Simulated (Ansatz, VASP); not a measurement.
C: VASP beside Ansatz

Contents of INCAR:

```
ALGO = Normal
EDIFF = 1E-7
ENCUT = 520
GGA = PE
ISIF = 2
ISMEAR = 0
IVDW = 13
LASPH = T
LCHARG = F
LREAL = F
LWAVE = F
NBANDS = 11
NELM = 100
PREC = Accurate
SIGMA = 0.01
```

KPOINTS

```
k-points
0
Gamma
  13 13 13
```

POSCAR

```
C
1.0
    0.0000000000      1.7833700000      1.7833700000
    1.7833700000      0.0000000000      1.7833700000
    1.7833700000      1.7833700000      0.0000000000
C
2
Direct
    0.7500000000      0.7500000000      0.7500000000
    0.5000000000      0.5000000000      0.5000000000
```

The input input.yaml:

```yaml
crystal:
  lattice:
    - [0.0, 1.78337, 1.78337]
    - [1.78337, 0.0, 1.78337]
    - [1.78337, 1.78337, 0.0]
  atoms:
    - { symbol: C, position: [0.75, 0.75, 0.75] }
    - { symbol: C, position: [0.5, 0.5, 0.5] }
hamiltonian:
  xc: pbe
  pseudopotentials: { kind: paw, accuracy: standard }
  dispersion: d4
kpoints:
  mp_grid: { grid: [13, 13, 13] }
scf:
  occupations: { method: fixed }
output:
  forces: true
  stress: true
  eigenvalues: true
  bader: true
  populations: intrinsic
```

This isn't the form of C at room conditions, which is graphite.

Alike in both runs: functional PBE; dispersion D4; k mesh 13 × 13 × 13; no spin polarisation.

|  | VASP | Ansatz |
| --- | --- | --- |
| version | VASP 6.6.1 | Ansatz 0.2.0 |
| potentials or method | VASP PAW PBE potentials, release 64 (C) | SSSP efficiency PAW |
| plane-wave cutoff (eV) | 520 | 612 |
| occupations | gaussian, width 0.01 eV | fixed |
| valence electrons in the cell | 8 | 8 |
| task | single point | atomic charges |

```tsv
	VASP	Ansatz	Ansatz less VASP
gap on the k mesh at the Fermi level (eV)	4.14	4.16	+0.016
least direct gap on the mesh (eV)	5.59	5.60	+0.013
pressure (GPa)	-2.8	-3.0	-0.20
dispersion energy (meV/atom)	-213.1	-213.2	-0.05
```

Caveats: an odd mesh through Γ misses points on the zone boundary, where band edges often lie (VASP); odd divisions of the mesh miss points on the zone boundary, where band edges often lie, so the gap on the mesh can be too wide (Ansatz).
